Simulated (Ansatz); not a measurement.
# How far is PAW off for BaS?

```
CELL_PARAMETERS angstrom
0.00000 3.51614 3.51614
3.51614 0.00000 3.51614
3.51614 3.51614 0.00000
ATOMIC_POSITIONS crystal
Ba 0.00000 0.00000 0.00000
S 0.25000 0.25000 0.25000
```

Atom numbers follow the list: Ba1, S2.

Conventional cell: a = 7.032 Å, b = 7.032 Å, c = 7.032 Å, α = 90.00°, β = 90.00°, γ = 90.00°. Ba (atom 1) is surrounded by 4 S at 3.05 Å. S (atom 2) is surrounded by 4 Ba at 3.05 Å.

The cell was built from the zincblende type and relaxed in the same program, and has space group F-43m; it needn't be a known or the stable phase.

No spin–orbit coupling, which matters for the heavy atoms here.

All numbers are computed: DFT, PBE, PAW with Ansatz's default frozen-core files, scalar-relativistic (Ansatz 0.2.0); DFT, PBE, all-electron PAW with datasets made for the crystal, scalar-relativistic (Ansatz 0.2.0); DFT, PBE, all-electron LAPW, scalar-relativistic (Ansatz 0.2.0).

For PAW: a Γ-centred 9×9×9 k mesh, Fermi–Dirac smearing of 0.08 eV, cutoff 420 eV, no spin polarisation. The crystal-made all-electron datasets (AE datasets) take a cutoff of 220 eV at this cell. LAPW targets a basis error of 0.25 meV/atom. The Ansatz runs share mesh, smearing and spin set-up. Plane-wave (PAW) pressures include the program's estimate of the Pulay term.

Stress and pressure are positive in compression.

Levels count from the top of the valence band.

```
                      quantity     PAW  AE datasets    LAPW
                pressure (GPa)    0.04         0.04    0.04
                 band gap (eV)   2.751        2.751   2.751
highest filled level at K (eV)  -0.133       -0.133  -0.133
  lowest empty level at K (eV)   3.453        3.454   3.453
highest filled level at U (eV)  -0.133       -0.133  -0.133
  lowest empty level at U (eV)   3.453        3.454   3.453
highest filled level at X (eV)  -0.007       -0.007  -0.007
  lowest empty level at X (eV)   3.480        3.481   3.480
```

PAW's pressure differs from the LAPW value by about 0.01 GPa or less. Datasets made for the crystal and LAPW share parts of one code, so their agreement isn't an independent check.
